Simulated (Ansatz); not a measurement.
A crystal relaxed with r2SCAN in the plane-wave code Ansatz has space group F-43m (No. 216) and a = 6.132 Å.

| atom | site | x | y | z |
| --- | --- | --- | --- | --- |
| Ga | 4a | 0.0000 | 0.0000 | 0.0000 |
| Xx | 4d | 0.2500 | 0.2500 | 0.7500 |

r2SCAN gives a direct gap of 0.41 eV at Γ. HSE06 gives a direct gap of 0.77 eV at Γ. Meshes: r2SCAN 8×8×8, HSE06 6×6×6.

Question: Which element is Xx?
A. V
B. As
C. Nb
D. Sb

Answer: D. Xx is Sb: zincblende GaSb. Ga is surrounded by 4 Sb at 2.66 Å; Sb is surrounded by 4 Ga at 2.66 Å.

Spin-unpolarised throughout; all numbers are computed.

No spin-orbit coupling is included; it can move band edges with weight on the heavy atoms by tenths of an eV.

The meshes of the hybrids are coarse, so their gaps aren't converged to the digits shown.
